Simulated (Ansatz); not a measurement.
BaTe in the NiAs-type structure, relaxed with r2SCAN: 4 runs in Ansatz, each a calculation of independent-particle optics. It is hexagonal, P6_3/mmc (No. 194); conventional cell a = 4.895 Å, c = 8.584 Å, 44.54 Å³ an atom. Ba has 6 Te at 3.55 Å; Te has 6 Ba at 3.55 Å. These are computed values for a spin-unpolarised cell that may be hypothetical; none is a measurement.

```xyz
4
Lattice="4.8954 0.0000 0.0000 -2.4477 4.2395 0.0000 0.0000 0.0000 8.5841" Properties=species:S:1:pos:R:3 pbc="T T T"
Ba    0.0000    0.0000    0.0000
Ba    0.0000    0.0000    4.2920
Te    0.0000    2.8263    2.1460
Te    2.4477    1.4132    6.4381
```

On meshes this coarse, single peaks can be features of the mesh. No local fields, no excitons; the zone sum runs over the cells of the mesh, and ε∞ includes the bands left out of the spectrum. Up to four peaks are listed, those above 15 % of the tallest and inside the complete range; the four can differ from row to row.

| functional | k mesh | broadening (eV) | scissors (eV) | range (eV) | direct gap on the mesh before scissors (eV) | ε∞ xx | ε∞ yy | ε∞ zz | complete up to (eV) | tallest peaks of mean ε₂ (eV) |
| --- | --- | --- | --- | --- | --- | --- | --- | --- | --- | --- |
| PBE | 6×6×4 | 0.1 | 0.00 | 0–13 | 1.80 | 6.35 | 6.35 | 6.54 | 13.0 | 3.45 4.45 4.95 5.30 |
| r2SCAN | 6×6×4 | 0.1 | 0.00 | 0–13 | 2.17 | 5.51 | 5.51 | 5.71 | 13.0 | 4.25 4.70 4.95 5.80 |
| LDA | 6×6×4 | 0.1 | 0.00 | 0–13 | 1.67 | 6.67 | 6.67 | 6.87 | 13.0 | 3.95 4.35 4.85 5.20 |
| PBE | 6×6×4 | 0.1 | 0.77 (to HSE06) | 0–13 | 1.80 | 5.58 | 5.58 | 5.76 | 13.0 | 4.25 5.20 5.70 6.05 |

No spin-orbit coupling is included; it can move band edges with weight on the heavy atoms by tenths of an eV.
